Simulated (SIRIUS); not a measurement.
Here is a SIRIUS 7.10.0 calculation.

File sirius.json:

```json
{
  "control": {
    "processing_unit": "cpu",
    "verbosity": 2,
    "num_bands_to_print": 21,
    "print_forces": true,
    "print_stress": true
  },
  "parameters": {
    "electronic_structure_method": "pseudopotential",
    "xc_functionals": ["XC_GGA_X_PBE", "XC_GGA_C_PBE"],
    "gk_cutoff": 9.0,
    "pw_cutoff": 18.0,
    "ngridk": [8, 8, 4],
    "shiftk": [0, 0, 0],
    "smearing": "fermi_dirac",
    "smearing_width": 0.0018374661,
    "num_bands": 21,
    "num_mag_dims": 0,
    "num_dft_iter": 100,
    "energy_tol": 1e-08,
    "density_tol": 1e-06
  },
  "iterative_solver": {
    "type": "davidson",
    "min_tolerance": 1e-09,
    "tolerance_scale": [0.1, 0.25]
  },
  "mixer": {
    "type": "anderson",
    "beta": 0.7,
    "max_history": 8
  },
  "settings": {
    "tol_ne": 1e-10,
    "pseudo_grid_cutoff": 6.5
  },
  "unit_cell": {
    "lattice_vectors": [
      [1.0, 0.0, 0.0],
      [-0.5, 0.866025403253, 0.0],
      [0.0, 0.0, 1.613207549711]
    ],
    "lattice_vectors_scale": 6.7348832991,
    "atom_coordinate_units": "lattice",
    "atom_types": ["Mo", "S"],
    "atom_files": {
      "S": "S.json",
      "Mo": "Mo.json"
    },
    "atoms": {
      "Mo": [
        [0.0, 0.0, 0.0]
      ],
      "S": [
        [0.3333333333, 0.6666666667, 0.252],
        [0.6666666667, 0.3333333333, 0.748]
      ]
    }
  }
}
```

Potentials or basis: PseudoDojo 0.4.1 PBE standard (scalar relativistic).

Command:

```bash
$ upf_to_json S.upf
$ upf_to_json Mo.upf
$ OMP_NUM_THREADS=1 sirius.scf --input=sirius.json --output=out.json --task=0
```

Task: Predict the band gap on the k mesh.

Result: None (metal or under the smearing width).

Task: What does it give for the pressure?

Result: -11.5 GPa.

Task: Estimate the largest force.

Result: 0.657 eV/Å.

Stress tensor (GPa, compression positive):
```
-15.36   0.00   0.00
  0.00 -15.36   0.00
  0.00   0.00  -3.87
```

Caveat: this functional lacks dispersion, which binds the layers, so the pressure and a relaxed spacing across them are unreliable.
